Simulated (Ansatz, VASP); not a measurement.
# Two plane-wave programs on Nb

```xyz
1
Lattice="0.0000 2.1150 2.1150 2.3265 0.0000 2.1150 2.3265 2.1150 0.0000" Properties=species:S:1:pos:R:3 pbc="T T T"
Nb    0.0000    0.0000    0.0000
```

Change from the starting cell: strain +0.1000 x Voigt [1, 0, 0, 0, 0, 0], atoms carried along.

Alike in both runs: task single point; functional PBE; k mesh 20 × 20 × 20; occupations gaussian, width 0.15 eV; no spin polarisation.

|  | VASP | Ansatz |
| --- | --- | --- |
| version | VASP 6.6.1 | Ansatz 0.2.0 |
| potentials or method | VASP PAW PBE potentials, release 64 (Nb_sv) | scalar-relativistic, plane waves, PAW |
| plane-wave cutoff (eV) | 520 | 420 |
| valence electrons in the cell | 13 | 13 |

```tsv
	VASP	Ansatz	Ansatz less VASP
gap on the k mesh at the Fermi level (eV)	none	none	-
pressure (GPa)	-15.1	-14.9	+0.25
largest component of the traceless stress (GPa)	7.20	7.25	+0.053
```

A gap of «none» marks a metal or a gap that the smearing closes. With one functional, cell and mesh, what is left measures potentials, basis and numerics.

Caveats: so large a pressure means that the cell lies far from this level's equilibrium, or that cutoff or potentials fall short (VASP).
